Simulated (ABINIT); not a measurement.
The system is I.

```xyz
1
Lattice="0.0000 2.3656 3.9098 2.1922 0.0000 3.9098 2.1922 2.3656 0.0000" Properties=species:S:1:pos:R:3 pbc="T T T"
I     0.0000    0.0000    0.0000
```

Base run:

```yaml
Program: ABINIT 10.8.3 (patched build)
Functional: SOGGA
Potentials_or_basis: JTH PAW PBE v2.0
Cutoff: 408 eV
k_mesh: 9 × 9 × 9
Occupations: fermi-dirac, width 0.05 eV
Spin: no spin polarisation
```

Its results: band gap on the k mesh none (metal or under the smearing width); pressure -1.9 GPa.

Task: The run is repeated on the same cell with these changes: functional from SOGGA to WC. What comes out?

Result: Band gap on the k mesh none (metal or under the smearing width); pressure -1.3 GPa.

Caveats: the PAW data sets were made with another functional, which shifts forces and pressure a little; spin-orbit coupling is left out, which moves the levels of the heavy elements; an odd number of electrons without spin polarisation forces a metal; a magnetic or distorted state may lie lower.
